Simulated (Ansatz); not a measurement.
# Sc (Fm-3m) in Ansatz: settings compared, part 2 of 2

Ansatz 0.2.0.

**5. Single point, PBEsol+U (cell strained at random at fixed volume)**

The input, run.py:

```python
import json

import ase.io
import numpy as np

import ansatz as az

atoms = ase.io.read("Sc.cif")
atoms.info.pop("occupancy", None)

calculation = (
    az.Crystal.from_ase(atoms)
    .calculation()
    .kpoints(8, 8, 8)
    .functional("pbesol")
    .pseudopotentials(kind="paw")
    .hubbard("Sc", "d", u_eff=3.0)
    .occupations(method="fermi_dirac", width=0.025)
    .forces()
    .stress()
    .band_table(publish=True)
)
outcome = calculation.run(threads=2, events_out="events.jsonl")

report = outcome.report
for line in open("events.jsonl"):
    event = json.loads(line)
    if event["event"] == "scf_iter":
        d = event["data"]
        print(f"SCF {d['iter']:3d}  HF = {d['harris_foulkes_ev']:.6f} eV  dr2 = {d['dr2_ev']:.2e} eV")
    elif event["event"] in ("relax_step", "md_step"):
        d = event["data"]
        print(f"{event['event']} {d['step']:3d}  E = {d['lagrangian_ev']:.6f} eV")
np.set_printoptions(precision=5, suppress=True, linewidth=110)
print("converged:", report["converged"], "after", report["n_iterations"], "iterations")
print(f"free energy {report['free_energy_ev']:.6f} eV, Fermi level {report['fermi_energy_ev']:.4f} eV")
for key in ("band_edges_ev", "magnetization_mub", "site_moments_mub", "site_moments_nc_mub", "forces_ev_ang",
                "stress_gpa"):
    if report.get(key) is not None:
        print(key, np.array(report[key]), sep="\n")
```

The input, Sc.cif:

```cif
data_Sc
_cell_length_a 3.24091157
_cell_length_b 3.22454977
_cell_length_c 3.20328761
_cell_angle_alpha 59.50920900
_cell_angle_beta 58.33406746
_cell_angle_gamma 58.93743860
_space_group_name_H-M_alt 'P1'
_space_group_name_Hall 'P 1'
_space_group_IT_number 1
loop_
_space_group_symop_operation_xyz
'x,y,z'
loop_
_atom_site_label
_atom_site_type_symbol
_atom_site_symmetry_multiplicity
_atom_site_Wyckoff_symbol
_atom_site_fract_x
_atom_site_fract_y
_atom_site_fract_z
_atom_site_occupancy
Sc1 Sc 1 a -0.0069450000 0.0065750000 0.0020990000 1
```

Potentials or basis: Ansatz PAW.

On the command line:

```console
$ python run.py
```

The log of the run:

```text
DeckWarning: basis.ecutwfc = 420 eV, auto-derived from the records' recommended cutoffs: set by Sc (normal level)
PlacementWarning: RAYON_NUM_THREADS=2 ignored (pool sized by the plan → 2); use plan(threads=…)
SCF   1  HF = -2109.055392 eV  dr2 = 4.16e-01 eV
SCF   2  HF = -2108.992214 eV  dr2 = 1.04e-01 eV
SCF   3  HF = -2108.988746 eV  dr2 = 2.43e-04 eV
SCF   4  HF = -2108.989977 eV  dr2 = 7.05e-06 eV
SCF   5  HF = -2108.990020 eV  dr2 = 2.68e-06 eV
SCF   6  HF = -2108.990026 eV  dr2 = 9.73e-07 eV
SCF   7  HF = -2108.990026 eV  dr2 = 1.99e-08 eV
converged: True after 7 iterations
free energy -2108.990026 eV, Fermi level 10.6628 eV
magnetization_mub
0.0
forces_ev_ang
[[0. 0. 0.]]
stress_gpa
[[ 6.78405 -0.96529 -0.87257]
 [-0.96529  7.67006  0.12211]
 [-0.87257  0.12211  8.9461 ]]
```

occupation_matrices:

```text
# The occupation matrices of the corrected shells as a run of Ansatz 0.0.0 ended. An entry of
# hamiltonian.hubbard.sites starts from them by `starting_ns: <path of this file>`, where that key's refused
# combinations let it.
# Free energy -2108.990026 eV.
# projection_atom_Sc: [Ne] 3s2 3p6 3d1 4s2
format: ansatz-occupation-matrices/1
state: converged
spin: unpolarized
projectors: all-electron-ortho-atomic
projection_frame: null
lattice: # Å
  - [3.24091157, 0.0, 0.0]
  - [1.6637829102998294, 2.7621635807101073, 0.0]
  - [1.6816160423876783, 0.8845133505288012, 2.5789251891243814]
atoms: # fractions of the lattice vectors
  - {symbol: Sc, position: [0.993055, 0.006574999999999999, 0.002099]}
sites: # a site counts the atoms from 0
  - {site: 0, l: d, shell: 3, starting_ns: [{spin: up, occupation_matrix: site0_d}]} # 1.834 electrons, filled orbitals 0
occupation_matrices: # on the real harmonics m = 0, +1, -1, ... of the Cartesian axes; of spinors up first
  site0_d:
    matrix:
      - [0.18906430681316744, -0.002623669008109644, 0.0033976933105690356, -0.004582245865422416, 0.003972413951469295]
      - [-0.002623669008109644, 0.17733403717988563, -0.0005963830762240111, 0.0027175127258102717, 0.0025349499870568025]
      - [0.0033976933105690356, -0.0005963830762240111, 0.18804331144136543, 0.002034428180161588, 0.0027391721161201463]
      - [-0.004582245865422416, 0.0027175127258102713, 0.002034428180161588, 0.18603397596225305, -0.0028566175162435974]
      - [0.003972413951469295, 0.0025349499870568025, 0.0027391721161201463, -0.002856617516243598, 0.17645793730884027]
```

engine_input.yaml:

```text
crystal:
  lattice:
    - [3.24091157, 0.0, 0.0]
    - [1.6637829102998294, 2.7621635807101073, 0.0]
    - [1.6816160423876783, 0.8845133505288012, 2.5789251891243814]
  atoms:
    - { symbol: Sc, position: [0.993055, 0.006574999999999999, 0.002099] }
kpoints:
  mp_grid:
    grid: [8, 8, 8]
hamiltonian:
  xc: pbesol
  pseudopotentials:
    kind: paw
  hubbard:
    - { species: Sc, l: d, u_eff: 3.0 }
scf:
  occupations:
    method: fermi_dirac
    width: 0.025
output:
  forces: true
  stress: true
  eigenvalues: true
```

Run time: 4 s. Hardware: 2 threads of Arm Neoverse V1, shared host; peak memory 0.48 GiB.

Results:

```yaml
Free_energy: -2108.9900 eV
Pressure: 7.8 GPa
Band_gap_on_the_k_mesh: none (metal or under the smearing width)
```

Stress tensor (GPa, compression positive):
```
 6.78 -0.97 -0.87
-0.97  7.67  0.12
-0.87  0.12  8.95
```

Eigenvalues of the final occupation matrices:
| site | spin | trace | eigenvalues |
| --- | --- | --- | --- |
| site 1 | 1 | 0.92 | 0.17 0.18 0.18 0.19 0.20 |

Caveat: U without spin polarisation on a metal has little footing; the U is typed as a test and isn't derived for this compound.

**6. Summary**

```tsv
task	level	spin	U	cell	k mesh	cutoff (eV)	smearing	driver	double counting	conventional	hubbard projectors	other keys	gap on the mesh (eV)	pressure (GPa)
single point	revPBE+U	off	Sc d U = 8 eV	as given	6 × 6 × 6	420	tetrahedron-uncorrected	calculator	fll	yes	ortho-atomic (the default)	scf.occupations.width = left out; …	none	26.9
electron localisation function	r2SCAN0+D3(BJ)	off	-	as given	7 × 7 × 7	500	methfessel-paxton 0.1 eV	chain	-	-	-	-	none	4.4
atomic charges	r2SCAN+D3(BJ)+ATM	collinear, antiferromagnetic start	-	volume scaled by 1.25	9 × 9 × 9	500	methfessel-paxton 0.01 eV	chain	-	yes	-	kpoints.mp_grid.shift = [0.5, 0.5, 0.5]; hamiltonian.xc = r2scan; …	none	-6.7
single point	PBEsol+U	off	Sc d U = 3 eV	cell strained at random at fixed volume	8 × 8 × 8	420	fermi-dirac 0.025 eV	chain	fll (the default)	-	ortho-atomic (the default)	-	none	7.8
```

Alike in all rows: potentials or basis Ansatz PAW.

Caveats: the potentials were made for another functional, which shifts forces and pressure (some runs); U without spin polarisation on a metal has little footing (some runs); the U is typed as a test and isn't derived for this compound (some runs); pairwise dispersion overbinds metals, which lowers pressure and volume (some runs); the PAW data sets were made with another functional, which shifts forces and pressure a little (some runs); the dispersion damping was fitted for another functional or another form of the correction (some runs); the thresholds are loose for stress (some runs).

Absolute energies hang on the potentials; compare differences alone.
